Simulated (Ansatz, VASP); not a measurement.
Sb: VASP beside Ansatz

```xyz
2
Lattice="2.1396 1.1216 3.6755 -2.2431 1.1840 3.7142 0.0023 -2.5534 3.7768" Properties=species:S:1:pos:R:3 pbc="T T T"
Sb   -0.0776   -0.1899    8.5592
Sb   -0.0236   -0.0578    2.6072
```

Change from the starting cell: cell strained at random at fixed volume.

Alike in both runs: functional revPBE; dispersion D4; k mesh 6 × 6 × 6; occupations methfessel-paxton of order 1, width 0.1 eV; no spin polarisation.

```csv
,VASP,Ansatz
version,VASP 6.6.1,Ansatz 0.2.0
potentials or method,"VASP PAW PBE potentials, release 64 (Sb)",Ansatz PAW earlier set
plane-wave cutoff (eV),520,430
valence electrons in the cell,10,30
task,single point,band structure
```

|  | VASP | Ansatz | Ansatz less VASP |
| --- | --- | --- | --- |
| gap on the k mesh at the Fermi level (eV) | none | none | - |
| pressure (GPa) | -0.5 | -0.5 | -0.03 |
| largest component of the traceless stress (GPa) | 3.53 | 3.51 | -0.017 |
| rms of the force components (eV/Å) | 0.173 | 0.156 | -0.0162 |
| dispersion energy (meV/atom) | -808.7 | -808.9 | -0.22 |

Atom by atom the forces differ by 0.021 eV/Å (rms over components). A gap of «none» marks a metal or a gap that the smearing closes. The two sets of potentials don't hold the same shells in valence.

Caveats: pairwise dispersion overbinds metals, which lowers pressure and volume; the PAW data sets were made with another functional, which shifts forces and pressure a little (VASP); spin-orbit coupling is left out, which moves the levels of the heavy elements (Ansatz); the PAW data sets come from PBE, with cores solved anew for the run's functional, which leaves a small shift of forces and pressure (Ansatz). Spin-orbit coupling is left out, which matters for the levels of Sb.
